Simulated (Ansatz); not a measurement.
# Al18H: the cost of one run

All numbers below are computed with Ansatz 0.2.0 (DFT PBEsol, plane waves, PAW, scalar-relativistic, no spin polarisation).

### 1 The system as given

The cell holds 19 atoms (Al18H): a = 5.728 Å, b = 8.591 Å, c = 16.677 Å, α = 90.00°, β = 90.00°, γ = 60.00°.

Structure file:

```cif
data_structure
_symmetry_space_group_name_H-M 'P 1'
_symmetry_Int_Tables_number 1
_cell_length_a 5.7276
_cell_length_b 8.5913
_cell_length_c 16.6765
_cell_angle_alpha 90.000
_cell_angle_beta 90.000
_cell_angle_gamma 60.000
_cell_volume 710.67
loop_
_atom_site_label
_atom_site_type_symbol
_atom_site_fract_x
_atom_site_fract_y
_atom_site_fract_z
_atom_site_occupancy
Al1 Al 0.16667 0.11111 0.05996 1
Al2 Al 0.66667 0.11111 0.05996 1
Al3 Al 0.16667 0.44444 0.05996 1
Al4 Al 0.66667 0.44444 0.05996 1
Al5 Al 0.16667 0.77778 0.05996 1
Al6 Al 0.66667 0.77778 0.05996 1
Al7 Al 0.83333 0.22222 0.20018 1
Al8 Al 0.33333 0.22222 0.20018 1
Al9 Al 0.83333 0.55556 0.20018 1
Al10 Al 0.33333 0.55556 0.20018 1
Al11 Al 0.83333 0.88889 0.20018 1
Al12 Al 0.33333 0.88889 0.20018 1
Al13 Al 0.00000 0.00000 0.34039 1
Al14 Al 0.50000 0.00000 0.34039 1
Al15 Al 0.00000 0.33333 0.34039 1
Al16 Al 0.50000 0.33333 0.34039 1
Al17 Al 0.00000 0.66667 0.34039 1
Al18 Al 0.50000 0.66667 0.34039 1
H1 H 0.73217 0.68373 0.38117 1
```

### 2 End point A

The input, input.yaml:

```yaml
crystal:
  lattice:
    - [5.727565, 0.0, 0.0]
    - [4.295674, 7.440325, 0.0]
    - [0.0, 0.0, 16.676537]
  atoms:
    - { symbol: Al, position: [0.1666667, 0.1111111, 0.0599645] }
    - { symbol: Al, position: [0.6666667, 0.1111111, 0.0599645] }
    - { symbol: Al, position: [0.1666667, 0.4444444, 0.0599645] }
    - { symbol: Al, position: [0.6666667, 0.4444444, 0.0599645] }
    - { symbol: Al, position: [0.1666667, 0.7777778, 0.0599645] }
    - { symbol: Al, position: [0.6666667, 0.7777778, 0.0599645] }
    - { symbol: Al, position: [-0.1666667, 0.2222222, 0.2001776] }
    - { symbol: Al, position: [0.3333333, 0.2222222, 0.2001776] }
    - { symbol: Al, position: [-0.1666667, 0.5555556, 0.2001776] }
    - { symbol: Al, position: [0.3333333, 0.5555556, 0.2001776] }
    - { symbol: Al, position: [-0.1666667, 0.8888889, 0.2001776] }
    - { symbol: Al, position: [0.3333333, 0.8888889, 0.2001776] }
    - { symbol: Al, position: [0.0, 0.0, 0.3403906] }
    - { symbol: Al, position: [0.5, 0.0, 0.3403906] }
    - { symbol: Al, position: [0.0, 0.3333333, 0.3403906] }
    - { symbol: Al, position: [0.5, 0.3333333, 0.3403906] }
    - { symbol: Al, position: [0.0, 0.6666667, 0.3403906] }
    - { symbol: Al, position: [0.5, 0.6666667, 0.3403906] }
    - { symbol: H, position: [0.7321676, 0.6837262, 0.3811665] }
basis:
  ecutwfc: 420.0
kpoints:
  mp_grid: { grid: [4, 3, 1] }
hamiltonian:
  xc: pbesol
scf:
  occupations: { method: gaussian, width: 0.1 }
  lower_state_search: "off"
relax:
  f_tol: 0.03
  max_steps: 60
  adjacent_minimum: "off"
  constraints: [{ sites: [0, 1, 2, 3, 4, 5] }]
output:
  write_density: true
  write_potential: true
  elf: true
  volumetric_format: npy
```

Command:

```bash
$ ansatz run input.yaml --threads 2 --pin off --max-ram 5120MiB --backend cpu --events-out ev --progress --plain --runs-dir out
```

Q: Estimate wall time and peak memory on 2 threads of Intel Xeon Platinum 8488C (Sapphire Rapids), shared host.

About 45 s, with a peak of 0.95 GiB.
